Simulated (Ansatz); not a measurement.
Here is an Ansatz 0.2.0 calculation.

input.yaml

```yaml
crystal:
  lattice:
    - [1.725725178, 0.9963478961, 3.1296800121]
    - [-1.725725178, 0.9963478961, 3.1296800121]
    - [0.0, -1.9926957921, 3.1296800121]
  atoms:
    - { symbol: P, position: [0.739949, 0.732871, 0.774987] }
    - { symbol: P, position: [0.213178, 0.270705, 0.179861] }
hamiltonian:
  xc: revpbe
  pseudopotentials: { kind: nc }
  dispersion: d3bj
kpoints:
  mp_grid: { grid: [7, 7, 7] }
scf:
  occupations: { method: fermi_dirac, width: 0.025 }
output:
  forces: true
  stress: true
relax:
  f_tol: 0.01
  max_steps: 40
```

Potentials or basis: Ansatz NC.

Command:

```bash
$ ansatz run input.yaml --threads 1 --pin off --max-ram 2560MiB --backend cpu --events-out ev --progress --plain --runs-dir out
```

(1) What does it give for the energy gained by relaxing?

## Answers

(1) 62.7 meV/atom.
